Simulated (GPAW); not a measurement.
Crystal: Pb.

```xyz
2
Lattice="0.0000 3.4390 3.4390 3.4390 0.0000 3.4390 3.4390 3.4390 0.0000" Properties=species:S:1:pos:R:3 pbc="T T T"
Pb    1.7195    1.7195    1.7195
Pb    0.0000    0.0000    0.0000
```

This isn't the form of Pb at room conditions, which is fcc.

```yaml
Program: GPAW 26.7.0
Task: relaxation of cell and atoms
Functional: PBEsol
Dispersion: D3(BJ)+ATM
Potentials_or_basis: PAW data sets generated in the run's folder for this functional
Cutoff: 600 eV
Basis: pw
k_mesh: 7 × 7 × 7
Occupations: fermi-dirac, width 0.05 eV
Spin: no spin polarisation
```

At the start: pressure -1.0 GPa; volume 40.67 Å³/atom.

**Question.** Where does the relaxation end?

**Answer.** Over 3 steps the energy falls by 4.2 meV/atom and the volume is 39.33 Å³/atom (-3.3 %); space group Fd-3m (No. 227, to 0.05 Å).

Step by step:
```csv
step,energy change (eV),largest force (eV/Å),pressure (GPa),volume (Å³)
1,0.0000,0.0000,-1.00,81.34
2,-0.0025,0.0000,-0.84,80.90
3,-0.0083,0.0000,0.05,78.65
```

Final structure:
```
Pb
1.0
     0.00000    3.40064    3.40064
     3.40064    0.00000    3.40064
     3.40064    3.40064    0.00000
Pb
2
Direct
  0.25000 0.25000 0.25000
  0.00000 0.00000 0.00000
```

Caveat: later steps reuse the first step's grids; pairwise dispersion overbinds metals, which lowers pressure and volume.
